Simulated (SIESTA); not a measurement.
## MgSe in SIESTA: the effect of functional

The system is MgSe.

```xyz
2
Lattice="0.0000 2.7255 2.7255 2.7255 0.0000 2.7255 2.7255 2.7255 0.0000" Properties=species:S:1:pos:R:3 pbc="T T T"
Se    2.7255    2.7255    2.7255
Mg    0.0000    0.0000    0.0000
```

Alike in all runs:

| Item | Value |
| --- | --- |
| Program | SIESTA 5.4.2 |
| Task | band structure |
| Basis | DZP (energy shift 0.003 Ry; two zetas on semicore shells) |
| Grid cutoff | 800 Ry |
| Energy shift | 0.003 Ry |
| k mesh | 8 × 8 × 8 |
| Occupations | fermi-dirac, width 0.05 eV |
| Spin | no spin polarisation |

| functional | potentials or basis | gap on the mesh (eV) | pressure (GPa) |
| --- | --- | --- | --- |
| LDA | PseudoDojo 0.4 standard (LDA files) | ? | ? |
| PBEsol | PseudoDojo 0.4 standard (PBEsol files) | 1.87 | 1.9 |
| AM05 | PseudoDojo 0.4 standard (PBEsol files) | 1.90 | 2.2 |
| WC | PseudoDojo 0.4 standard (PBEsol files) | 1.93 | 2.1 |
| PW91 | PseudoDojo 0.4 standard (PBE files) | 1.96 | 3.9 |
| revPBE | PseudoDojo 0.4 standard (PBE files) | 2.03 | 5.7 |
| RPBE | PseudoDojo 0.4 standard (PBE files) | 2.03 | 6.2 |
| BLYP | PseudoDojo 0.4 standard (PBE files) | 2.03 | 6.4 |

**Question.** What does the run with functional LDA give?

**Answer.** gap on the mesh 1.76 eV; pressure 0.1 GPa.

Caveats: the basis of atomic orbitals isn't converged, which shifts pressures, moduli and gaps; the potentials were made for another functional, which shifts forces and pressure (some runs).

Runs at the PBE level aren't shown here.
